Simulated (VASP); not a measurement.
## AlAs: band structure with LDA

Crystal: AlAs.

```
Al As
1.0
     0.00000    2.84088    2.84088
     2.84088    0.00000    2.84088
     2.84088    2.84088    0.00000
Al As
1 1
Direct
  0.00000 0.00000 0.00000
  0.25000 0.25000 0.25000
```

```json
{
 "Program": "VASP 6.6.1",
 "Task": "band structure",
 "Functional": "LDA",
 "Potentials or basis": "VASP PAW LDA potentials, release 64 (Al, As)",
 "Cutoff": "520 eV",
 "k mesh": "8 × 8 × 8",
 "Occupations": "gaussian, width 0.03 eV",
 "Spin": "no spin polarisation",
 "Further INCAR settings": "ALGO = Normal; EDIFF = 1e-06; NBANDS = 11"
}
```

* Pressure: -1.7 GPa
* Band gap on the k mesh: 1.36 eV, indirect (least direct gap 1.80 eV)
* Band gap along the path: 1.36 eV, indirect (least direct gap 1.80 eV)

Levels at the corners of the path, in eV from the valence-band top:
| point | band 1 | band 2 | band 3 | band 4 | band 5 | band 6 | band 7 | band 8 | band 9 |
| --- | --- | --- | --- | --- | --- | --- | --- | --- | --- |
| Γ | -11.83 | 0.00 | 0.00 | 0.00 | 1.80 | 4.23 | 4.23 | 4.23 | 8.57 |
| X | -9.91 | -5.41 | -2.15 | -2.15 | 1.36 | 2.20 | 10.12 | 10.12 | 11.45 |
| X | -9.91 | -5.41 | -2.15 | -2.15 | 1.36 | 2.20 | 10.12 | 10.12 | 11.45 |
| W | -9.88 | -5.07 | -3.16 | -2.81 | 4.24 | 5.51 | 5.58 | 5.95 | 10.40 |
| W | -9.88 | -5.07 | -3.16 | -2.81 | 4.24 | 5.51 | 5.58 | 5.95 | 10.40 |
| K | -9.94 | -5.16 | -3.39 | -1.78 | 2.15 | 4.87 | 8.05 | 8.13 | 8.55 |
| K | -9.94 | -5.16 | -3.39 | -1.78 | 2.15 | 4.87 | 8.05 | 8.13 | 8.55 |
| Γ | -11.83 | 0.00 | 0.00 | 0.00 | 1.80 | 4.23 | 4.23 | 4.23 | 8.57 |
| Γ | -11.83 | 0.00 | 0.00 | 0.00 | 1.80 | 4.23 | 4.23 | 4.23 | 8.57 |
| L | -10.44 | -5.55 | -0.82 | -0.82 | 1.98 | 4.63 | 4.63 | 7.56 | 10.89 |
| L | -10.44 | -5.55 | -0.82 | -0.82 | 1.98 | 4.63 | 4.63 | 7.56 | 10.89 |
| U | -9.94 | -5.16 | -3.39 | -1.78 | 2.15 | 4.87 | 8.05 | 8.13 | 8.55 |
| U | -9.94 | -5.16 | -3.39 | -1.78 | 2.15 | 4.87 | 8.05 | 8.13 | 8.55 |
| W | -9.88 | -5.07 | -3.16 | -2.81 | 4.24 | 5.51 | 5.58 | 5.95 | 10.40 |
| W | -9.88 | -5.07 | -3.16 | -2.81 | 4.24 | 5.51 | 5.58 | 5.95 | 10.40 |
| L | -10.44 | -5.55 | -0.82 | -0.82 | 1.98 | 4.63 | 4.63 | 7.56 | 10.89 |
| L | -10.44 | -5.55 | -0.82 | -0.82 | 1.98 | 4.63 | 4.63 | 7.56 | 10.89 |
| K | -9.94 | -5.16 | -3.39 | -1.78 | 2.15 | 4.87 | 8.05 | 8.13 | 8.55 |
| U | -9.94 | -5.16 | -3.39 | -1.78 | 2.15 | 4.87 | 8.05 | 8.13 | 8.55 |
| X | -9.91 | -5.41 | -2.15 | -2.15 | 1.36 | 2.20 | 10.12 | 10.12 | 11.45 |

Wall time 43 s on 1 thread of Intel(R) Xeon(R) 6975P-C (Granite Rapids), on a shared host, peak memory 0.17 GiB.
